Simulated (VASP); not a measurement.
# CoPdO2 (R-3m) in VASP: single point with PBEsol+U

Aim: the single point of CoPdO2 with PBEsol+U.

All numbers are computed with VASP 6.6.1; they aren't measurements. Logs are shortened: lines on timing, memory, paths and dates and some standing lists are left out, and cuts for length are marked.

## (1) The crystal as given

The structure is trigonal, space group R-3m (No. 166). The conventional cell has a = 2.845 Å, b = 2.845 Å, c = 17.880 Å, α = 90.00°, β = 90.00°, γ = 120.00°. Around Co (site symmetry -3m) lie 6 O at 1.91 Å. Pd (site symmetry -3m) is surrounded by 2 O at 2.01 Å. O (site symmetry 3m) has 3 Co at 1.91 Å and 1 Pd at 2.01 Å as nearest neighbours.

## (2) Single point, PBEsol+U, collinear spin, typed start

The input, INCAR:

```
SYSTEM = CoPdO2
PREC = Accurate
ENCUT = 520
EDIFF = 1E-6
ISMEAR = 0
SIGMA = 0.05
LREAL = .False.
LASPH = .True.
NELM = 150
ALGO = Normal
ISIF = 2
LWAVE = .False.
LCHARG = .False.
ISPIN = 2
MAGMOM = 3 -2 0 0
LORBIT = 11
LMAXMIX = 4
LDAU = .True.
LDAUTYPE = 2
LDAUL = 2 2 -1
LDAUU = 8 8 0
LDAUJ = 0 0 0
LDAUPRINT = 1
GGA = PS
NBANDS = 28
```

The input, KPOINTS:

```
Automatic mesh
0
Gamma
  8 8 8
  0 0 0
```

The input, POSCAR:

```
CoPdO2
1.0
    1.4224998100      0.8212806500      5.9600012600
   -1.4224998100      0.8212806500      5.9600012600
    0.0000000000     -1.6425613000      5.9600012600
Co Pd O
1 1 2
Direct
    0.5000000000      0.5000000000      0.5000000000
    0.0000000000      0.0000000000      0.0000000000
    0.1121500000      0.1121500000      0.1121500000
    0.8878500000      0.8878500000      0.8878500000
```

Potentials or basis: VASP PAW PBE potentials, release 64 (Co, Pd, O).

Launch:

```sh
$ cat potpaw_PBE.64/Co/POTCAR potpaw_PBE.64/Pd/POTCAR potpaw_PBE.64/O/POTCAR > POTCAR
$ mpirun -np 1 vasp_std > vasp.out
```

OUTCAR:

```text
SYSTEM = CoPdO2
   PREC = Accurate
   ENCUT = 520
   EDIFF = 1E-6
   ISMEAR = 0
   LREAL = .False.
   LASPH = .True.
   NELM = 150
   ISIF = 2
   ISPIN = 2
   LORBIT = 11
   GGA = PS

 ion  position               nearest neighbor table
   1  0.500  0.500  0.500-   3 1.91   3 1.91   4 1.91   4 1.91   3 1.91   4 1.91
   2  0.000  0.000  0.000-   3 2.01   4 2.01
   3  0.112  0.112  0.112-   1 1.91   1 1.91   1 1.91   2 2.01
   4  0.888  0.888  0.888-   1 1.91   1 1.91   1 1.91   2 2.01

  LATTYP: Found a trigonal (rhomboedric) cell.
 ALAT       =     6.1822020862
 COS(alpha) =     0.8941116852

  Lattice vectors:

 A1 = (   1.4224998100,   0.8212806500,   5.9600012600)
 A2 = (  -1.4224998100,   0.8212806500,   5.9600012600)
 A3 = (   0.0000000000,  -1.6425613000,   5.9600012600)

Analysis of symmetry for initial positions (statically):
=====================================================================
 Subroutine PRICEL returns:
 Original cell was already a primitive cell.

 Routine SETGRP: Setting up the symmetry group for a
 trigonal (rhombohedral) supercell.

 Subroutine GETGRP returns: Found 12 space group operations
 (whereof 12 operations were pure point group operations)
 out of a pool of 12 trial point group operations.

The static configuration has the point symmetry D_3d.

Analysis of symmetry for dynamics (positions and initial velocities):
=====================================================================
 Subroutine PRICEL returns:
 Original cell was already a primitive cell.

 Routine SETGRP: Setting up the symmetry group for a
 trigonal (rhombohedral) supercell.

 Subroutine GETGRP returns: Found 12 space group operations
 (whereof 12 operations were pure point group operations)
 out of a pool of 12 trial point group operations.

The dynamic configuration has the point symmetry D_3d.

Analysis of structural, dynamic, and magnetic symmetry:
=====================================================================
 Subroutine PRICEL returns:
 Original cell was already a primitive cell.

 Routine SETGRP: Setting up the symmetry group for a
 trigonal (rhombohedral) supercell.

 Subroutine GETGRP returns: Found 12 space group operations
 (whereof 12 operations were pure point group operations)
 out of a pool of 12 trial point group operations.

The overall configuration has the point symmetry D_3d.

 Subroutine INISYM returns: Found 12 space group operations
 (whereof 12 operations are pure point group operations),
 and found     1 'primitive' translations

----------------------------------------------------------------------------------------

                                     Primitive cell

  volume of cell :      41.7774

  direct lattice vectors                    reciprocal lattice vectors
     1.422499810  0.821280650  5.960001260     0.351493896  0.202935095  0.055928400
    -1.422499810  0.821280650  5.960001260    -0.351493896  0.202935095  0.055928400
     0.000000000 -1.642561300  5.960001260     0.000000000 -0.405870190  0.055928400

  length of vectors
     6.182202086  6.182202086  6.182202087     0.409705501  0.409705501  0.409705500
[... 144 lines left out ...]
  0.0000 -0.0000  0.9913 -0.0000  0.0000
 -0.1600 -0.0000 -0.0000  0.2271  0.0000
 -0.0000 -0.1600  0.0000  0.0000  0.2274

 occupancies and eigenvectors

  o =  0.0672  v =  0.0000  0.0000  0.0000  0.0000  0.0000  0.7068  0.0000 -0.0000  0.7074  0.0000      0.0000  0.0000  0.0000  0.0000  0.0000  0.0000  0.0000  0.0000  0.0000  0.0000
  o =  0.0672  v =  0.0000  0.0000  0.0000  0.0000  0.0000 -0.0000  0.7074 -0.0000 -0.0000  0.7068      0.0000  0.0000  0.0000  0.0000  0.0000  0.0000  0.0000  0.0000  0.0000  0.0000
  o =  0.3873  v =  0.0000  0.0000  0.0000  0.0000  0.0000  0.7074 -0.0000 -0.0000 -0.7068  0.0000      0.0000  0.0000  0.0000  0.0000  0.0000  0.0000  0.0000  0.0000  0.0000  0.0000
  o =  0.3873  v =  0.0000  0.0000  0.0000  0.0000  0.0000  0.0000  0.7068  0.0000 -0.0000 -0.7074      0.0000  0.0000  0.0000  0.0000  0.0000  0.0000  0.0000  0.0000  0.0000  0.0000
  o =  0.9913  v =  0.0000  0.0000  0.0000  0.0000  0.0000 -0.0000  0.0000 -1.0000  0.0000 -0.0000      0.0000  0.0000  0.0000  0.0000  0.0000  0.0000  0.0000  0.0000  0.0000  0.0000
  o =  0.9974  v =  0.0000  0.0000 -1.0000  0.0000  0.0000  0.0000  0.0000  0.0000  0.0000  0.0000      0.0000  0.0000  0.0000  0.0000  0.0000  0.0000  0.0000  0.0000  0.0000  0.0000
  o =  1.0047  v = -0.7609  0.0000 -0.0000 -0.6488 -0.0000  0.0000  0.0000  0.0000  0.0000  0.0000      0.0000  0.0000  0.0000  0.0000  0.0000  0.0000  0.0000  0.0000  0.0000  0.0000
  o =  1.0047  v =  0.0000  0.6488  0.0000 -0.0000  0.7609  0.0000  0.0000  0.0000  0.0000  0.0000      0.0000  0.0000  0.0000  0.0000  0.0000  0.0000  0.0000  0.0000  0.0000  0.0000
  o =  1.1476  v = -0.6488  0.0000  0.0000  0.7609  0.0000  0.0000  0.0000  0.0000  0.0000  0.0000      0.0000  0.0000  0.0000  0.0000  0.0000  0.0000  0.0000  0.0000  0.0000  0.0000
  o =  1.1476  v =  0.0000 -0.7609  0.0000 -0.0000  0.6488  0.0000  0.0000  0.0000  0.0000  0.0000      0.0000  0.0000  0.0000  0.0000  0.0000  0.0000  0.0000  0.0000  0.0000  0.0000

atom =   2  type =  2  l = 2

 onsite density matrix

spin component  1

  0.9935 -0.0000 -0.0000  0.0001  0.0000
 -0.0000  1.0396  0.0000  0.0000  0.0001
 -0.0000  0.0000  0.4040  0.0000  0.0000
  0.0001  0.0000  0.0000  1.0396 -0.0000
  0.0000  0.0001  0.0000 -0.0000  0.9935

spin component  2

  1.0041 -0.0000  0.0000 -0.0027  0.0000
 -0.0000  1.0254 -0.0000  0.0000 -0.0027
  0.0000 -0.0000  0.8489 -0.0000  0.0000
 -0.0027  0.0000 -0.0000  1.0254  0.0000
  0.0000 -0.0027  0.0000  0.0000  1.0041

 occupancies and eigenvectors

  o =  0.4040  v = -0.0000 -0.0000 -1.0000  0.0000  0.0000  0.0000  0.0000  0.0000  0.0000  0.0000      0.0000  0.0000  0.0000  0.0000  0.0000  0.0000  0.0000  0.0000  0.0000  0.0000
  o =  0.8489  v =  0.0000  0.0000  0.0000  0.0000  0.0000 -0.0000 -0.0000  1.0000 -0.0000 -0.0000      0.0000  0.0000  0.0000  0.0000  0.0000  0.0000  0.0000  0.0000  0.0000  0.0000
  o =  0.9935  v =  1.0000  0.0000 -0.0000 -0.0031 -0.0001  0.0000  0.0000  0.0000  0.0000  0.0000      0.0000  0.0000  0.0000  0.0000  0.0000  0.0000  0.0000  0.0000  0.0000  0.0000
  o =  0.9935  v =  0.0001 -0.0031  0.0000 -0.0000  1.0000  0.0000  0.0000  0.0000  0.0000  0.0000      0.0000  0.0000  0.0000  0.0000  0.0000  0.0000  0.0000  0.0000  0.0000  0.0000
  o =  1.0038  v =  0.0000  0.0000  0.0000  0.0000  0.0000  0.9922 -0.0000 -0.0000  0.1246 -0.0000      0.0000  0.0000  0.0000  0.0000  0.0000  0.0000  0.0000  0.0000  0.0000  0.0000
  o =  1.0038  v =  0.0000  0.0000  0.0000  0.0000  0.0000 -0.0000 -0.1246 -0.0000 -0.0000 -0.9922      0.0000  0.0000  0.0000  0.0000  0.0000  0.0000  0.0000  0.0000  0.0000  0.0000
  o =  1.0257  v =  0.0000  0.0000  0.0000  0.0000  0.0000  0.1246  0.0000 -0.0000 -0.9922 -0.0000      0.0000  0.0000  0.0000  0.0000  0.0000  0.0000  0.0000  0.0000  0.0000  0.0000
  o =  1.0257  v =  0.0000  0.0000  0.0000  0.0000  0.0000  0.0000 -0.9922  0.0000 -0.0000  0.1246      0.0000  0.0000  0.0000  0.0000  0.0000  0.0000  0.0000  0.0000  0.0000  0.0000
  o =  1.0396  v =  0.0031 -0.0000  0.0000  1.0000 -0.0000  0.0000  0.0000  0.0000  0.0000  0.0000      0.0000  0.0000  0.0000  0.0000  0.0000  0.0000  0.0000  0.0000  0.0000  0.0000
  o =  1.0396  v =  0.0000  1.0000  0.0000  0.0000  0.0031  0.0000  0.0000  0.0000  0.0000  0.0000      0.0000  0.0000  0.0000  0.0000  0.0000  0.0000  0.0000  0.0000  0.0000  0.0000

 number of electron      30.9999997 magnetization       3.5937933

 Free energy of the ion-electron system (eV)
  ---------------------------------------------------
  ext. energy  EPLUGINS =         0.00000000
  ---------------------------------------------------
  free energy    TOTEN  =       -20.17781290 eV

  energy without entropy =      -20.17563225  energy(sigma->0) =      -20.17672258

 E-fermi :   6.2488     XC(G=0): -12.5359

 val. band max:        6.2475166095   @ k =  -0.1250   0.3750   0.1250
 cond. band min:       6.2666114982   @ k =  -0.3750  -0.3750   0.2500
 fundamental gap:      0.0190948887
 Fermi energy:         6.2487582024

 spin component 1

 k-point     1 :       0.0000    0.0000    0.0000
  band No.  band energies     occupation
      1     -13.4277      1.00000
      2     -11.3562      1.00000
      3      -4.3721      1.00000
      4      -4.3721      1.00000
      5      -2.5610      1.00000
      6      -2.0127      1.00000
[... 1433 lines left out ...]
     26      25.1899      0.00000
     27      25.6945      0.00000

 [... further k-points ...]

 [bands above 27 left out]

------------------------ aborting loop because EDIFF is reached ----------------------------------------

  FORCE on cell =-STRESS in cart. coord.  units (eV):
  Direction    XX          YY          ZZ          XY          YZ          ZX
  --------------------------------------------------------------------------------------
  -------------------------------------------------------------------------------------
  Total        1.7013147      1.7013147     -1.4944587      0.0000000      0.0000000     -0.0000000
  in kB       65.2459909     65.2459912    -57.3129950      0.0000000      0.0000000     -0.0000000
  external PRESSURE =      24.3929957 kB  Pullay stress =       0.0000000 kB

 VOLUME and BASIS-vectors are now :
 -----------------------------------------------------------------------------
  energy-cutoff  :      520.00
  volume of cell :       41.78
      direct lattice vectors                 reciprocal lattice vectors
     1.422499810  0.821280650  5.960001260     0.351493896  0.202935095  0.055928400
    -1.422499810  0.821280650  5.960001260    -0.351493896  0.202935095  0.055928400
     0.000000000 -1.642561300  5.960001260     0.000000000 -0.405870190  0.055928400

 POSITION                                       TOTAL-FORCE (eV/Angst)
 -----------------------------------------------------------------------------------
      0.00000      0.00000      8.94000         0.000000      0.000000     -0.000000
      0.00000      0.00000      0.00000        -0.000000      0.000000     -0.000000
      0.00000      0.00000      2.00524        -0.000000     -0.000000     -1.227758
      0.00000      0.00000     15.87476        -0.000000      0.000000      1.227758
 -----------------------------------------------------------------------------------
    total drift:                               -0.000000     -0.000000      0.000000

  FREE ENERGIE OF THE ION-ELECTRON SYSTEM (eV)
  ---------------------------------------------------
  free  energy   TOTEN  =       -20.1778129019 eV

  energy  without entropy=      -20.1756322548  energy(sigma->0) =      -20.17672258

 total charge

# of ion       s       p       d       tot
------------------------------------------
    1        0.452   0.715   7.155   8.321
    2        0.378   0.375   9.301  10.054
    3        1.553   3.495   0.000   5.048
    4        1.553   3.495   0.000   5.048
--------------------------------------------------
tot          3.935   8.080  16.456  28.471

 magnetization (x)

# of ion       s       p       d       tot
------------------------------------------
    1        0.013   0.023   3.386   3.422
    2       -0.014  -0.001  -0.434  -0.449
    3        0.013   0.281   0.000   0.294
    4        0.013   0.281   0.000   0.294
--------------------------------------------------
tot          0.025   0.584   2.952   3.560
```

It took 6.7 min on 1 thread of Intel Xeon 6975P-C (Granite Rapids), shared host; peak memory 0.47 GiB.

Results:

| Item | Value |
| --- | --- |
| Free energy | -20.1778 eV |
| Pressure | 2.4 GPa |
| Largest force | 1.228 eV/Å |
| Band gap on the k mesh | none (metal or under the smearing width) |
| Net moment | 3.59 μB per cell |
| Site moments | Co +3.42; Pd -0.45; O +0.29 μB |
| Valence electrons inside the program's atomic spheres | Co 8.32; Pd 10.05; O 5.05 |

Forces on the atoms (eV/Å):
```
Co   0.000  0.000  0.000
Pd   0.000  0.000  0.000
O    0.000  0.000 -1.228
O    0.000  0.000  1.228
```

Eigenvalues of the final occupation matrices:
| site | spin | trace | eigenvalues |
| --- | --- | --- | --- |
| site 1 d | 1 | 5.30 | 1.00 1.00 1.00 1.15 1.15 |
| site 1 d | 2 | 1.90 | 0.07 0.07 0.39 0.39 0.99 |
| site 2 d | 1 | 4.47 | 0.40 0.99 0.99 1.04 1.04 |
| site 2 d | 2 | 4.91 | 0.85 1.00 1.00 1.03 1.03 |

Caveat: the PAW data sets were made with another functional, which shifts forces and pressure a little; a cell with one magnetic atom can't hold antiferromagnetic order, which such compounds often take.
